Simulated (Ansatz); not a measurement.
Runs of Ansatz 0.2.0 on LiCl. It takes space group Fm-3m (No. 225, cubic). Conventional cell: a = 5.130 Å, b = 5.130 Å, c = 5.130 Å, α = 90.00°, β = 90.00°, γ = 90.00°. Around Cl (site symmetry m-3m) lie 6 Li at 2.56 Å. Li (site symmetry m-3m) has 6 Cl at 2.56 Å as nearest neighbours. 

```csv
task,level,potentials or basis,spin,cell,k mesh,cutoff (eV),smearing,broadening,points for each segment of the path,other keys,mesh quality,gap on the mesh (eV),pressure (GPa)
optical spectrum,HSE03,Ansatz PAW,off,volume scaled by 0.92,6 × 6 × 6,420,fixed,0.2 eV,-,-,not flagged,7.96,-
band structure,PBE0,Ansatz PAW,off,as given,5 × 5 × 5,420,cold 0.01 eV,-,4,-,coarse,8.45,-0.4
single point,r2SCAN0,Ansatz PAW,off,as given,5 × 5 × 5,500,fermi-dirac 0.1 eV,-,-,-,coarse,(a),-0.7
relaxation of cell and atoms,wPBEh,JTH PAW,"collinear, program default start",relaxed,6 × 6 × 6,1170,fermi-dirac 0.025 eV,-,-,scf.occupations.method = fermi_dirac; scf.occupations.width = 0.025,not flagged,7.69,0.0
atomic charges,r2SCAN50+D3(BJ),Ansatz PAW earlier set,off,as given,5 × 5 × 5,900,fermi-dirac 0.1 eV,-,-,-,coarse,10.75,(b)
```

Q: Fill in the values left out.

A: (a) 8.98; (b) -2.5.

Caveats: some runs use coarse meshes; the PAW data sets come from PBE, with cores solved anew for the run's functional, which leaves a small shift of forces and pressure (some runs); the thresholds are loose for stress (some runs); odd divisions of the mesh miss points on the zone boundary, where band edges often lie, so the gap on the mesh can be too wide (some runs); spectra need much finer meshes, so this one isn't converged (some runs); independent-particle spectra lack excitons (some runs); the plane-wave basis is chosen anew once the cell has moved, so the energies of steps on either side of that aren't comparable (some runs); the dispersion damping was fitted for another functional or another form of the correction (some runs).

A k mesh can miss the band edges.

Runs at the PBE level aren't shown here.
